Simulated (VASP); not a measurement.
# As (R-3m) in VASP: further runs

The runs below take As through relaxation of cell and atoms, with PBEsol, LDA, PBE, PBE+D3(BJ).

Program: VASP 6.6.1. These are calculated values, not measurements. Logs are shortened: lines on timing, memory, paths and dates and some standing lists are left out, and cuts for length are marked.

## (1) The structure

It takes space group R-3m (No. 166, trigonal). Conventional cell: a = 3.760 Å, b = 3.760 Å, c = 10.457 Å, α = 90.00°, β = 90.00°, γ = 120.00°. Around As (site symmetry 3m) lie 3 As at 2.52 Å.

## (2) Relaxation of cell and atoms, PBEsol

Contents of INCAR:

```
  PREC = Accurate
  ENCUT = 600
  EDIFF = 1E-7
  ISMEAR = 0
  SIGMA = 0.1
  LREAL = False
  LASPH = True
  NELM = 100
  ALGO = Fast
  ISIF = 3
  LWAVE = False
  LCHARG = False
  GGA = PS
  IBRION = 2
  NSW = 90
  EDIFFG = -0.005
```

Contents of KPOINTS:

```
Automatic mesh
0
Gamma
  15 15 15
```

Contents of POSCAR:

```
As
1.0
    1.8797500000      1.0852741700      3.4857666700
   -1.8797500000      1.0852741700      3.4857666700
    0.0000000000     -2.1705483400      3.4857666700
As
2
Direct
    0.2275400000      0.2275400000      0.2275400000
    0.7724600000      0.7724600000      0.7724600000
```

Potentials or basis: VASP PAW PBE potentials, release 64 (As).

Run with:

```
> cat potpaw_PBE.64/As/POTCAR > POTCAR
> mpirun -np 1 vasp_std > vasp.out
```

OUTCAR:

```text
PREC = Accurate
   ENCUT = 600
   EDIFF = 1E-7
   ISMEAR = 0
   LREAL = False
   LASPH = True
   NELM = 100
   ISIF = 3
   GGA = PS
   IBRION = 2
   NSW = 90
   EDIFFG = -0.005

 ion  position               nearest neighbor table
   1  0.228  0.228  0.228-   2 2.52   2 2.52   2 2.52
   2  0.772  0.772  0.772-   1 2.52   1 2.52   1 2.52

  LATTYP: Found a trigonal (rhomboedric) cell.
 ALAT       =     4.1063182249
 COS(alpha) =     0.5808929386

  Lattice vectors:

 A1 = (   1.8797500000,   1.0852741700,   3.4857666700)
 A2 = (  -1.8797500000,   1.0852741700,   3.4857666700)
 A3 = (   0.0000000000,  -2.1705483400,   3.4857666700)

Analysis of symmetry for initial positions (statically):
=====================================================================
 Subroutine PRICEL returns:
 Original cell was already a primitive cell.

 Routine SETGRP: Setting up the symmetry group for a
 trigonal (rhombohedral) supercell.

 Subroutine GETGRP returns: Found 12 space group operations
 (whereof 12 operations were pure point group operations)
 out of a pool of 12 trial point group operations.

The static configuration has the point symmetry D_3d.

Analysis of symmetry for dynamics (positions and initial velocities):
=====================================================================
 Subroutine PRICEL returns:
 Original cell was already a primitive cell.

 Routine SETGRP: Setting up the symmetry group for a
 trigonal (rhombohedral) supercell.

 Subroutine GETGRP returns: Found 12 space group operations
 (whereof 12 operations were pure point group operations)
 out of a pool of 12 trial point group operations.

The dynamic configuration has the point symmetry D_3d.

 Subroutine INISYM returns: Found 12 space group operations
 (whereof 12 operations are pure point group operations),
 and found     1 'primitive' translations

----------------------------------------------------------------------------------------

                                     Primitive cell

  volume of cell :      42.6667

  direct lattice vectors                    reciprocal lattice vectors
     1.879750000  1.085274170  3.485766670     0.265992818  0.153571025  0.095626978
    -1.879750000  1.085274170  3.485766670    -0.265992818  0.153571025  0.095626978
     0.000000000 -2.170548340  3.485766670     0.000000000 -0.307142050  0.095626978

  length of vectors
     4.106318225  4.106318225  4.106318226     0.321684252  0.321684252  0.321684252

  position of ions in fractional coordinates (direct lattice)
     0.227540000  0.227540000  0.227540000
     0.772460000  0.772460000  0.772460000

  ion indices of the primitive-cell ions
   primitive index   ion index
                 1           1
                 2           2

----------------------------------------------------------------------------------------

 KPOINTS: Automatic mesh

Automatic generation of k-mesh.
 Grid dimensions read from file:
 generate k-points for:   15   15   15

 Generating k-lattice:

  Cartesian coordinates                     Fractional coordinates (reciprocal lattice)
     0.017732855  0.010238068  0.006375132     0.066666667  0.000000000  0.000000000
    -0.017732855  0.010238068  0.006375132     0.000000000  0.066666667  0.000000000
     0.000000000 -0.020476137  0.006375132     0.000000000  0.000000000  0.066666667

  Length of vectors
     0.021445617  0.021445617  0.021445617

  Shift w.r.t. Gamma in fractional coordinates (k-lattice)
     0.000000000  0.000000000  0.000000000

 Subroutine IBZKPT returns following result:
 ===========================================

 Found    344 irreducible k-points:

 Following reciprocal coordinates:
            Coordinates               Weight
  0.000000  0.000000  0.000000      1.000000
  0.066667  0.000000  0.000000      6.000000
  0.133333  0.000000  0.000000      6.000000
  0.200000  0.000000  0.000000      6.000000
  0.266667  0.000000  0.000000      6.000000
  0.333333  0.000000  0.000000      6.000000
[... 16 lines left out ...]
  0.133333  0.133333  0.000000      6.000000
  0.200000  0.133333  0.000000     12.000000
 [... further k-points ...]
   k-points           NKPTS =    344   k-points in BZ     NKDIM =    344   number of bands    NBANDS=      9
   number of dos      NEDOS =    301   number of ions     NIONS =      2
   total plane-waves  NPLWV =  46656
   dimension x,y,z NGX =    36 NGY =   36 NGZ =   36
   dimension x,y,z NGXF=    72 NGYF=   72 NGZF=   72
   ions per type =               2
   NGX,Y,Z   is equivalent  to a cutoff of  14.57, 14.57, 14.57 a.u.
   NGXF,Y,Z  is equivalent  to a cutoff of  29.15, 29.15, 29.15 a.u.
 SYSTEM =  unknown system
   PREC   = accura    normal or accurate (medium, high low for compatibility)
   ISTART =      0    job   : 0-new  1-cont  2-samecut
   ICHARG =      2    charge: 1-file 2-atom 10-const
   ISPIN  =      1    spin polarized calculation?
   LNONCOLLINEAR =      F non collinear calculations
   LSORBIT =      F    spin-orbit coupling
   LASPH  =      T    aspherical Exc in radial PAW
   ENCUT  =  600.0 eV  44.10 Ry    6.64 a.u.   8.20  8.20  8.20*2*pi/ulx,y,z
   NELM   =    100;   NELMIN=  2; NELMDL= -5     # of ELM steps
   EDIFF  = 0.1E-06   stopping-criterion for ELM
   LREAL  =      F    real-space projection
   EDIFFG = -.5E-02   stopping-criterion for IOM
   NSW    =     90    number of steps for IOM
   IBRION =      2    ionic relax: 0-MD 1-quasi-New 2-CG
   NFREE  =      1    steps in history (QN), initial steepest desc. (CG)
   ISIF   =      3    stress and relaxation
   ISYM   =      2    0-nonsym 1-usesym 2-fastsym
   POTIM  = 0.5000    time-step for ionic-motion
   TEBEG  =    0.0;   TEEND  =   0.0 temperature during run
   PSTRESS=    0.0 pullay stress
   NELECT =      10.0000    total number of electrons
   NUPDOWN=      -1.0000    fix difference up-down
   EMIN   =  10.00;   EMAX   =-10.00  energy-range for DOS
   EFERMI =   0.00;   METHOD = LEGACY
   ISMEAR =     0;   SIGMA  =   0.10  broadening in eV -4-tet -1-fermi 0-gaus
   EFERMI_NEDOS =   21; number of points for ismear=-14 and -15
   IALGO  =     68    algorithm
   IMIX   =      4    mixing-type and parameters
     AMIX     =   0.40;   BMIX     =  1.00
     AMIX_MAG =   1.60;   BMIX_MAG =  1.00
  volume/ion in A,a.u.               =      21.33       143.96
  Fermi-wavevector in a.u.,A,eV,Ry     =   1.009358  1.907410 13.861657  1.018803
  Thomas-Fermi vector in A             =   2.142281
   LORBIT       =      0    0 simple, 1 ext, 2 COOP (PROOUT), +10 PAW based schemes
   GGA     = PS    functional components
   LHFCALC =     F    Hartree Fock is set to
   AEXX    =    0.0000 exact exchange contribution
   IVDW    =     0    specifies the selected vdW correction
   LEPSILON=     F    determine dielectric tensor
   LRPA    =     F    only Hartree local field effects (RPA)
 conjugate gradient relaxation of ions
 non-spin polarized calculation
 RMM-DIIS sequential band-by-band and
 Gauss-broadening in eV      SIGMA  =   0.10
  energy-cutoff  :      600.00
  volume of cell :       42.67
 maximum number of plane-waves:      1443
 NGX is ok and might be reduce to    36
   NGX = 17   NGY = 17   NGZ = 17

--------------------------------------- Ionic step        1  -------------------------------------------

 number of electron      10.0000000 magnetization

 Free energy of the ion-electron system (eV)
  ---------------------------------------------------
  ext. energy  EPLUGINS =         0.00000000
  ---------------------------------------------------
  free energy    TOTEN  =       -10.20427166 eV

  energy without entropy =      -10.20347506  energy(sigma->0) =      -10.20387336

------------------------ aborting loop because EDIFF is reached ----------------------------------------

  FORCE on cell =-STRESS in cart. coord.  units (eV):
  Direction    XX          YY          ZZ          XY          YZ          ZX
  --------------------------------------------------------------------------------------
  -------------------------------------------------------------------------------------
  Total        0.2545157      0.2545157     -0.0778283      0.0000000     -0.0000000      0.0000000
  in kB        9.5573198      9.5573198     -2.9225303      0.0000000     -0.0000000      0.0000000
  external PRESSURE =       5.3973698 kB  Pullay stress =       0.0000000 kB
[... 89 lines left out ...]
  FREE ENERGIE OF THE ION-ELECTRON SYSTEM (eV)
  ---------------------------------------------------
  free  energy   TOTEN  =       -10.2079692441 eV

  energy  without entropy=      -10.2072772116  energy(sigma->0) =      -10.20762323

[... ionic steps 4 to 9 ...]

--------------------------------------- Ionic step       10  -------------------------------------------

 number of electron      10.0000000 magnetization

------------------------ aborting loop because EDIFF is reached ----------------------------------------

  FORCE on cell =-STRESS in cart. coord.  units (eV):
  Direction    XX          YY          ZZ          XY          YZ          ZX
  --------------------------------------------------------------------------------------
  -------------------------------------------------------------------------------------
  Total        0.0080914      0.0080914      0.0119512     -0.0000000      0.0000000      0.0000000
  in kB        0.3104134      0.3104134      0.4584909     -0.0000000      0.0000000      0.0000000
  external PRESSURE =       0.3597725 kB  Pullay stress =       0.0000000 kB
[... 57 lines left out ...]
  energy  without entropy=      -10.2146296847  energy(sigma->0) =      -10.21492684

--------------------------------------- Ionic step       12  -------------------------------------------

 number of electron      10.0000000 magnetization

 Free energy of the ion-electron system (eV)
  ---------------------------------------------------
  ext. energy  EPLUGINS =         0.00000000
  ---------------------------------------------------
  free energy    TOTEN  =       -10.21522838 eV

  energy without entropy =      -10.21463389  energy(sigma->0) =      -10.21493114

 E-fermi :   5.6051     XC(G=0): -10.2649

 val. band max:        5.5922331995   @ k =   0.4000   0.2667   0.2667
 cond. band min:       5.6178196936   @ k =   0.3333   0.2000   0.2000
 fundamental gap:      0.0255864941
 Fermi energy:         5.6051044551

 k-point     1 :       0.0000    0.0000    0.0000
  band No.  band energies     occupation
      1      -9.5152      2.00000
      2       0.0474      2.00000
      3       3.2479      2.00000
      4       3.5430      2.00000
      5       3.5430      2.00000
      6       7.7332      0.00000
      7       8.7428      0.00000
      8       8.7428      0.00000
      9      12.0342      0.00000
[... 265 lines left out ...]
 k-point    24 :       0.2000    0.1333    0.0000
  band No.  band energies     occupation
      1      -9.0066      2.00000
      2      -1.4962      2.00000
      3       2.4002      2.00000
      4       2.8271      2.00000
      5       4.8562      2.00000
      6       6.6188      0.00000
      7       8.2233      0.00000
      8       9.2007      0.00000
      9      10.8832      0.00000

 [... further k-points ...]

------------------------ aborting loop because EDIFF is reached ----------------------------------------

  FORCE on cell =-STRESS in cart. coord.  units (eV):
  Direction    XX          YY          ZZ          XY          YZ          ZX
  --------------------------------------------------------------------------------------
  -------------------------------------------------------------------------------------
  Total       -0.0036027     -0.0036027      0.0066735      0.0000000     -0.0000000      0.0000000
  in kB       -0.1381205     -0.1381205      0.2558529      0.0000000     -0.0000000      0.0000000
  external PRESSURE =      -0.0067960 kB  Pullay stress =       0.0000000 kB
[... 17 lines left out ...]
  FREE ENERGIE OF THE ION-ELECTRON SYSTEM (eV)
  ---------------------------------------------------
  free  energy   TOTEN  =       -10.2152283819 eV

  energy  without entropy=      -10.2146338942  energy(sigma->0) =      -10.21493114

 reached required accuracy - stopping structural energy minimisation
```

Wall time 14 min (1 thread of Intel Xeon Platinum 8259CL at 2.50GHz (Skylake/Cascade Lake), shared host); peak memory 0.33 GiB.

Results:

- Free energy: -10.2152 eV
- Relaxed volume: 20.90 Å³/atom
- Relaxed cell: a = 4.011 Å, b = 4.011 Å, c = 4.011 Å, α = 56.37°, β = 56.37°, γ = 56.37°
- Space group after relaxing (to 0.05 Å): R-3m (No. 166)
- Energy gained by relaxing: 5.5 meV/atom
- Ionic steps: 12
- Pressure after relaxing: 0.0 GPa
- Band gap on the k mesh: none (metal or under the smearing width)

The path:
| step | energy change (eV) | largest force (eV/Å) | pressure (GPa) | volume (Å³) |
| --- | --- | --- | --- | --- |
| 1 | 0.0000 | 0.2380 | 0.54 | 42.67 |
| 2 | -0.0036 | 0.0036 | -0.97 | 43.11 |
| 3 | -0.0037 | 0.0352 | -0.77 | 43.05 |
| 4 | -0.0073 | 0.0153 | -0.51 | 42.63 |
| 5 | -0.0106 | 0.0181 | 0.06 | 41.86 |
| 6 | -0.0107 | 0.0242 | 0.18 | 41.71 |
| 7 | -0.0109 | 0.0200 | -0.10 | 41.81 |
| 8 | -0.0109 | 0.0209 | -0.05 | 41.79 |
| 9 | -0.0109 | 0.0082 | 0.09 | 41.75 |
| 10 | -0.0110 | 0.0035 | 0.04 | 41.76 |
| 11 | -0.0110 | 0.0040 | 0.03 | 41.76 |
| 12 | -0.0110 | 0.0015 | 0.00 | 41.79 |

Final structure:
```
CELL_PARAMETERS angstrom
1.89439 1.09373 3.36161
-1.89439 1.09373 3.36161
0.00000 -2.18745 3.36161
ATOMIC_POSITIONS crystal
As 0.23056 0.23056 0.23056
As 0.76944 0.76944 0.76944
```

Levels at points of the mesh, in eV from the Fermi level:
| k point | band 2 | band 3 | band 4 | band 5 | band 6 | band 7 | band 8 | band 9 |
| --- | --- | --- | --- | --- | --- | --- | --- | --- |
| (0.00, 0.00, 0.00) | -5.56 | -2.36 | -2.06 | -2.06 | 2.13 | 3.14 | 3.14 | 6.43 |

Caveat: the PAW data sets were made with another functional, which shifts forces and pressure a little.

(Part 1 of 3 ends here.)
